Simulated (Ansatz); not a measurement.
# Relaxing PbO₂

Method: DFT PBE, scalar-relativistic, plane waves, PAW in Ansatz.

The start is a random cell of PbO₂ with space group Aea2 (No. 41), drawn with lower limits on the distances.

Input of the last, converged step (default PAW datasets):

```yaml
crystal:
  lattice:
    - [6.3461961536, 0.0, 0.0]
    - [0.0, 3.0027954443, 2.5704909603]
    - [0.0, -3.0027954443, 2.5704909603]
  atoms:
    - { symbol: Pb, position: [0.0, 0.8967227157, 0.8967227157] }
    - { symbol: Pb, position: [0.5, 0.3967227157, 0.3967227157] }
    - { symbol: O, position: [0.9081834711, 0.4763228476, 0.3170733124] }
    - { symbol: O, position: [0.4081834711, 0.8170733124, 0.9763228476] }
    - { symbol: O, position: [0.5918165289, 0.9763228476, 0.8170733124] }
    - { symbol: O, position: [0.0918165289, 0.3170733124, 0.4763228476] }
basis:
  ecutwfc: 420
kpoints:
  mp_grid: { grid: [6, 10, 10] }
hamiltonian:
  xc: pbe
scf:
  occupations: { method: gaussian, width: 0.02 }
output:
  forces: true
  stress: true
  eigenvalues: true
  write_density: true
  write_potential: true
  elf: true
  volumetric_format: npy
relax:
  adjacent_minimum: "off"
  f_tol: 0.01
  max_steps: 80
  cell: { stress_tol: 0.05 }
```

Launched as:

```bash
ansatz run input.yaml --threads 1 --pin off --max-ram 2560MiB --backend cpu --events-out ev --progress --plain --runs-dir out
```

It took 67 s on 1 thread of Intel(R) Xeon(R) Platinum 8375C CPU @ 2.90GHz (Ice Lake) (shared host), peak memory 0.61 GiB.

The program printed at the end:

```
SCF converged after 6 iterations
Free energy (F): -26075.852999 eV
Harris-Foulkes:  -26075.852999 eV  (|F-HF|=0.00e0)
Internal energy: -26075.852999 eV  (E = F + TS)
E sigma→0 (E₀):  -26075.852999 eV
Fermi energy:    8.828617 eV
--- Per-component energies (eV) ---
  E_band       = -149.514544
  E_kinetic    = 1262.813497
  E_local      = -3472.384985  (includes V_loc(G=0)·N_el)
  E_nonlocal   = 893.218326
  E_hartree    = 1301.160262
  E_xc         = -735.602311
  E_vxc        = -639.200186  (∫ρ·V_xc dr)
  E_paw        = -21433.079723  (= ΣΔE_a)
  E_vpaw       = -796.291238  (= ΣTr[D̂ρ^β])
  E_aug_tail   = 0.009495  (compensation charges beyond the density's cutoff)
  E_ewald      = -3891.987561
  E_smearing   =  0.000000  (= −TS)
  E_closure    =  0.000000  (closes the sum)
  Σ components = -26075.852999   (vs F -26075.852999, Δ=0.00e0)
--- Forces (eV/Å), atoms counted from 1 ---
  atom   1  Pb     0.00000000     0.00000000    -0.00007378
  atom   2  Pb     0.00000000     0.00000000    -0.00007378
  atom   3  O     -0.00013913     0.00037966     0.00003688
  atom   4  O     -0.00013913    -0.00037966     0.00003688
  atom   5  O      0.00013913     0.00037966     0.00003688
  atom   6  O      0.00013913    -0.00037966     0.00003688
  max |Σ_I F_I| component: 6.02e-8 eV/Å
--- Stress (GPa, compression-positive) ---
        0.009401       0.000000       0.000000
        0.000000       0.005429       0.000000
        0.000000       0.000000      -0.018451
  P = ⅓ Tr σ = -0.0012 GPa (-0.012 kbar)
--- Relaxed structure (1 steps of the walk, 1 accepted, 1 SCFs on fresh bases) ---
  F+E_penalty+E_count = -26075.85299911 eV   max|allowed force component| = 3.797e-4 eV/Å   (the final SCF, on the basis selected at the relaxed cell)
  cell:  # Å, volume = 97.9682 Å³
    - [6.346196, 0.0, 0.0]
    - [0.0, 3.002795, 2.570491]
    - [0.0, -3.002795, 2.570491]
  atoms:
    - { symbol: Pb, position: [0.0, 0.896723, 0.896723] }
    - { symbol: Pb, position: [0.500000, 0.396723, 0.396723] }
    - { symbol: O, position: [0.908183, 0.476323, 0.317073] }
    - { symbol: O, position: [0.408183, 0.817073, 0.976323] }
    - { symbol: O, position: [0.591817, 0.976323, 0.817073] }
    - { symbol: O, position: [0.091817, 0.317073, 0.476323] }
```

Total energies depend on the potentials used, so only differences within one code and one set of settings carry meaning.

The result has space group Cmce (No. 64). Pb has 8 O at 2.59–2.68 Å; O is coordinated by 1 O at 1.51 Å.

Against the elements it lies at -0.526 eV/atom. Energies over the elements count from the elements' standard structures at the same level (O₂ as a molecule), with no empirical corrections.

Spin–orbit coupling is left out.

Symmetry constrained the relaxation, so the result can be a saddle point.